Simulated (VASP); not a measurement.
A run of VASP 6.6.1 is set up as follows.

Contents of INCAR:

```
SYSTEM = CdSe
ALGO = Fast
EDIFF = 1E-6
EDIFFG = -0.005
ENCUT = 600
GGA = PS
IBRION = 2
ISIF = 3
ISMEAR = 0
LASPH = .TRUE.
LCHARG = .FALSE.
LREAL = .FALSE.
LWAVE = .FALSE.
NELM = 100
NSW = 100
PREC = Accurate
SIGMA = 0.02
```

The input KPOINTS:

```
k-points
0
G
  10 10 10
  0 0 0
```

The input POSCAR:

```
CdSe
1.0
    0.0000000000      3.0702711986      3.0702711986
    3.0702711986      0.0000000000      3.0702711986
    3.0702711986      3.0702711986      0.0000000000
Cd Se
1 1
Direct
    0.0000000000      0.0000000000      0.0000000000
    0.7500000000      0.7500000000      0.7500000000
```

Potentials or basis: VASP PAW PBE potentials, release 64 (Cd, Se).

Run with:

```console
$ cat potpaw_PBE.64/Cd/POTCAR potpaw_PBE.64/Se/POTCAR > POTCAR
$ mpirun -np 1 vasp_std > vasp.out
```

Question: Estimate the space group after relaxing (to 0.05 Å).

Answer: F-43m (No. 216).

Question: What does it give for the relaxed cell?

Answer: a = 4.308 Å, b = 4.308 Å, c = 4.308 Å, α = 60.00°, β = 60.00°, γ = 60.00°.

Question: What does it give for the relaxed volume?

Answer: 28.27 Å³/atom.

Final structure:
```cif
data_structure
_symmetry_space_group_name_H-M 'P 1'
_symmetry_Int_Tables_number 1
_cell_length_a 4.3081
_cell_length_b 4.3081
_cell_length_c 4.3081
_cell_angle_alpha 60.000
_cell_angle_beta 60.000
_cell_angle_gamma 60.000
_cell_volume 56.54
loop_
_atom_site_label
_atom_site_type_symbol
_atom_site_fract_x
_atom_site_fract_y
_atom_site_fract_z
_atom_site_occupancy
Cd1 Cd 0.00000 0.00000 0.00000 1
Se1 Se 0.75000 0.75000 0.75000 1
```

Caveat: the PAW data sets were made with another functional, which shifts forces and pressure a little.
